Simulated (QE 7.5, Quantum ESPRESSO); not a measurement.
# The cubic lattice parameter of BaZrO₃ from vdW-DF-cx, with PBE for scale

## What was measured

The reference is a diffraction structure of BaZrO₃, cubic perovskite, space group Pm-3m, from "Phase equilibria, crystal structures and dielectric anomaly in the (Ba Zr O3) - (Ca Zr O3) system" (Journal of Solid State Chemistry 175 170 2003; Crystallography Open Database). It provides the cell edge a. The volume per atom is the cube of that edge divided by five, so it is the same measurement in another form and no second witness. The temperature is not given with the value. I would guess a room-temperature powder measurement on the undoped end member, in which case the edge contains some thermal expansion as well as the zero-point part.

| compared with | measured | method |
| --- | --- | --- |
| a (Å) | 4.1913 | structure determination by diffraction |
| volume per atom (Å³) | 14.7257 | from the measured cell |

Conditions are those given with the value in the passage it was taken from; "not stated" means there, and the paper may say more elsewhere.

## Approach

I want the equilibrium cell edge of cubic BaZrO₃ from a static-lattice relaxation at zero pressure. Every atom sits on a position fixed by symmetry, so a is the only free parameter. The solid is a non-magnetic wide-gap insulator, and spin can be left out. Its soft octahedral tilt cannot appear in a five-atom cubic cell; I take the cubic average structure from experiment and do not test its stability.

Success means a within 1 % and the volume per atom within 2 %. The first limit separates a good functional for solids from the usual errors of LDA and PBE, which are themselves around one per cent. The second is the stricter, since 2 % in volume is only about 0.7 % in length. Thermal and zero-point expansion in a stiff oxide should amount to a few tenths of a per cent in length; they make the measured edge larger than the static one, so a sound static result should lie slightly below it.

I begin with a functional whose exchange suits dense solids, then set PBE beside it and use PBE to test the basis and the potentials.

System: BaZrO3; Pm-3m (no. 221), 5 atoms in the primitive cell; every run starts from the measured structure; structure from the Crystallography Open Database.

## 1. vdW-DF-cx at full relaxation

LDA usually makes oxide perovskites too small and PBE makes them too large, each by enough to use up most of the tolerance, so I skip both as a first step. The exchange in vdW-DF-cx rises slowly with the density gradient, much as in functionals made for solids, and this matters more here than its nonlocal correlation. I expect an edge within half a per cent of experiment. A 6×6×6 mesh should be ample for an insulator with a cell of this size.

**Run 1.** QE 7.5: vdW-DF-cx, Quantum ESPRESSO with GBRV 1.5 ultrasoft, non-magnetic, cell and ions relaxed, cutoff 544 eV, k-mesh 6×6×6, smearing 0.05 eV, density cutoff 3265 eV.

Key lines of the input:
```
&control
  calculation = 'vc-relax'
  forc_conv_thr = 3.89e-04
  etot_conv_thr = 1.0e-4
  nstep = 60
/
&system
  ecutwfc = 40
  ecutrho = 240
  occupations = 'smearing'
  smearing = 'fd'
  degauss = 0.00367
  input_dft = 'vdw-df-cx'
/
&electrons
  conv_thr = 2.5e-08
  mixing_beta = 0.4
  electron_maxstep = 120
/
&ions
/
&cell
  press_conv_thr = 0.15
/
ATOMIC_SPECIES
  Ba 137.327 ba_pbe_v1.uspp.F.UPF
  Zr 91.224 zr_pbe_v1.uspp.F.UPF
  O 15.999 o_pbe_v1.2.uspp.F.UPF
[... cell and positions ...]
K_POINTS automatic
  6 6 6 0 0 0
```

Command:
```
OMP_NUM_THREADS=1 mpirun -n 8 pw.x -nk 8 -in pw.in > pw.x.log
```

Selected lines of the output:
```
     bfgs converged in   3 scf cycles and   2 bfgs steps
!    total energy              =    -266.98017148 Ry
          total   stress  (Ry/bohr**3)                   (kbar)     P=        0.01
```

Converged; 53 s on 8 cores of AMD EPYC 7R13 (Zen 3), shared host.

| quantity | run 1 | measured | deviation |
| --- | --- | --- | --- |
| a (Å) | 4.1943 | 4.1913 | +0.0030 (+0.1 %) |
| volume per atom (Å³) | 14.757 | 14.7257 | +0.031 (+0.2 %) |
| largest shift (Å) | 0 |  |  |
| pressure (GPa) | 0.001 |  |  |

The edge comes out 0.1 % above the measured one and the volume 0.2 % above, both well inside their limits. I had expected the static edge to lie slightly below experiment, and it lies slightly above. Taking thermal and zero-point expansion out of the measured value would therefore widen the gap, to perhaps a few tenths of a per cent in length, which the target still accommodates.

The potentials are a weak point: the input pairs vdW-DF-cx with data sets generated for PBE, so core and valence are not treated by the same functional.

## 2. PBE for scale, with basis and potentials tested

I now run PBE at the same settings, where the ultrasoft potentials match the functional. Beside it go a run with both cutoffs raised and one with norm-conserving potentials from another family. These two checks count strictly for PBE, but they show how far this kind of basis and these potentials can move the edge. I expect PBE to give an edge larger than vdW-DF-cx by somewhat under one per cent, and the two checks to shift it by much less than that.

**Run 2.** QE 7.5: PBE, Quantum ESPRESSO with GBRV 1.5 ultrasoft, non-magnetic, cell and ions relaxed, cutoff 544 eV, k-mesh 6×6×6, smearing 0.05 eV, density cutoff 3265 eV.

Key lines of the input, as changed from run 1:
```diff
  &system
-   input_dft = 'vdw-df-cx'
```

Selected lines of the output:
```
     new unit-cell volume =    511.04948 a.u.^3 (    75.72972 Ang^3 )
```

Converged; 29 s on the same hardware.

**Run 3.** QE 7.5: PBE, Quantum ESPRESSO with GBRV 1.5 ultrasoft, non-magnetic, cell and ions relaxed, cutoff 735 eV, k-mesh 6×6×6, smearing 0.05 eV, density cutoff 4408 eV.

Key lines of the input, as changed from run 2:
```diff
  &system
-   ecutwfc = 40
-   ecutrho = 240
+   ecutwfc = 54
+   ecutrho = 324
```

Selected lines of the output:
```
     new unit-cell volume =    510.82821 a.u.^3 (    75.69693 Ang^3 )
```

Converged; 46 s on the same hardware.

**Run 4.** QE 7.5: PBE, Quantum ESPRESSO with PseudoDojo 0.4.1 norm-conserving, non-magnetic, cell and ions relaxed, cutoff 1143 eV, k-mesh 6×6×6, smearing 0.05 eV, density cutoff 4572 eV.

Key lines of the input, as changed from run 2:
```diff
  &system
-   ecutwfc = 40
-   ecutrho = 240
+   ecutwfc = 84
+   ecutrho = 336
  ATOMIC_SPECIES
-   Ba 137.327 ba_pbe_v1.uspp.F.UPF
-   Zr 91.224 zr_pbe_v1.uspp.F.UPF
-   O 15.999 o_pbe_v1.2.uspp.F.UPF
+   Ba 137.327 Ba.upf
+   Zr 91.224 Zr.upf
+   O 15.999 O.upf
```

Selected lines of the output:
```
     new unit-cell volume =    510.12267 a.u.^3 (    75.59238 Ang^3 )
     Final scf calculation at the relaxed structure.
     c_bands:  1 eigenvalues not converged
```

Converged; 60 s on the same hardware.

| quantity | run 2 | run 3 | run 4 | measured |
| --- | --- | --- | --- | --- |
| a (Å) | 4.2308 | 4.2302 | 4.2282 | 4.1913 |
| volume per atom (Å³) | 15.146 | 15.139 | 15.118 | 14.7257 |
| largest shift (Å) | 0 | 0 | 0 |  |
| pressure (GPa) | 0.042 | 0.008 | 0.018 |  |

PBE gives an edge 0.0365 Å longer than vdW-DF-cx, just under one per cent, as I had supposed. Against experiment it is a split result: the edge passes narrowly at 0.9 % too long, while the volume misses at 2.9 % too large. Removing thermal and zero-point expansion from the measured cell would make both worse.

Raising the two cutoffs together shortens the PBE edge by 0.0006 Å, and the norm-conserving potentials give an edge 0.0026 Å shorter than the first PBE run. Neither change brings the PBE volume inside its limit, so the ultrasoft data sets can account for only a small part of that miss. The norm-conserving run warns of an eigenvalue not converged during the final calculation, after the cell had been settled, so the warning does not touch the edge.

## 3. A denser k-mesh

All four runs share the 6×6×6 mesh, which I have so far only assumed to be sufficient. I repeat PBE with 8×8×8 at the original cutoffs. For a wide-gap insulator I expect the edge to change by less than it did with the cutoff.

**Run 5.** QE 7.5: PBE, Quantum ESPRESSO with GBRV 1.5 ultrasoft, non-magnetic, cell and ions relaxed, cutoff 544 eV, k-mesh 8×8×8, smearing 0.05 eV, density cutoff 3265 eV.

Key lines of the input, as changed from run 2:
```diff
  K_POINTS automatic
-   6 6 6 0 0 0
+   8 8 8 0 0 0
```

Selected lines of the output:
```
     bfgs converged in   4 scf cycles and   3 bfgs steps
     new unit-cell volume =    511.04958 a.u.^3 (    75.72973 Ang^3 )
```

Converged; 37 s on the same hardware.

| quantity | run 5 | measured | deviation |
| --- | --- | --- | --- |
| a (Å) | 4.2308 | 4.1913 | +0.0395 (+0.9 %) |
| volume per atom (Å³) | 15.146 | 14.7257 | +0.420 (+2.9 %) |
| largest shift (Å) | 0 |  |  |
| pressure (GPa) | 0.040 |  |  |

With the denser mesh the PBE edge stays at 4.2308 Å. The relaxed volumes agree more closely than the stopping thresholds can guarantee, so I read this only as a mesh effect too small to matter here. The PBE volume therefore still misses, and the k-mesh is not the reason.

The test was made with PBE. I expect it to carry over to vdW-DF-cx, since the compound is a wide-gap insulator with either functional, but that is an argument and not a second test.

## All runs against the measurement

| run | settings | a (Å) | deviation | volume per atom (Å³) | deviation | cost |
| --- | --- | --- | --- | --- | --- | --- |
| 1 | vdW-DF-cx, Quantum ESPRESSO with GBRV 1.5 ultrasoft, cutoff 544 eV, k-mesh 6×6×6, density cutoff 3265 eV | 4.1943 | +0.0030 (+0.1 %) | 14.757 | +0.031 (+0.2 %) | 7.1 core-min |
| 2 | PBE, Quantum ESPRESSO with GBRV 1.5 ultrasoft, cutoff 544 eV, k-mesh 6×6×6, density cutoff 3265 eV | 4.2308 | +0.0395 (+0.9 %) | 15.146 | +0.420 (+2.9 %) | 3.9 core-min |
| 3 | PBE, QE GBRV, 735 eV | 4.2302 | +0.0389 (+0.9 %) | 15.139 | +0.414 (+2.8 %) | 6.1 core-min |
| 4 | PBE, Quantum ESPRESSO with PseudoDojo 0.4.1 norm-conserving, cutoff 1143 eV, k-mesh 6×6×6, density cutoff 4572 eV | 4.2282 | +0.0369 (+0.9 %) | 15.118 | +0.393 (+2.7 %) | 8 core-min |
| 5 | PBE, QE GBRV, k 8×8×8 | 4.2308 | +0.0395 (+0.9 %) | 15.146 | +0.420 (+2.9 %) | 4.9 core-min |
|  | measured | 4.1913 |  | 14.7257 |  |  |

## Conclusion

vdW-DF-cx meets both targets: the cell edge is 0.1 % too long and the volume 0.2 % too large, for 7.1 core-minutes. The closeness flatters the functional somewhat. The measured edge includes zero-point motion and, if it was taken at room temperature as I suppose, thermal expansion. Allowing a few tenths of a per cent for these, which I did not calculate, would put the computed static edge further above experiment, though still within 1 %.

PBE overestimates the edge by 0.9 %, a narrow pass, but misses the volume target at 2.9 %. The same allowance would widen both errors. Higher cutoffs and norm-conserving potentials each shortened the PBE edge by less than 0.1 %, and neither brought the volume within its limit. I therefore put the miss down mainly to the functional, in line with PBE's usual tendency to make solids too large. The denser k-mesh left the edge unchanged and was the least informative of the checks.

These tests were all made with PBE. For vdW-DF-cx I did not test the cutoff, the mesh or the use of potentials generated for PBE. The shifts seen with PBE are small against the margin by which vdW-DF-cx passes, which makes a reversal unlikely but does not establish its error. Its remaining 0.1 % cannot be divided between functional, potentials and basis.

The cubic symmetry was imposed, so the agreement in cell size says nothing about whether either functional would keep the octahedra untilted.

[Logs are printed without paths, hosts, clocks, repeated set-up lines and the standing remarks that a program may print on its own settings, such as how far it seeks lower states.]

[The runs shown are a pick from a larger set of finished runs; failed, doubtful and other runs were left out of it ahead of writing. So were measured values far from every level or from commonly accepted values, and agreement can look better than it is. Lines of input and output are excerpts and may be shortened.]
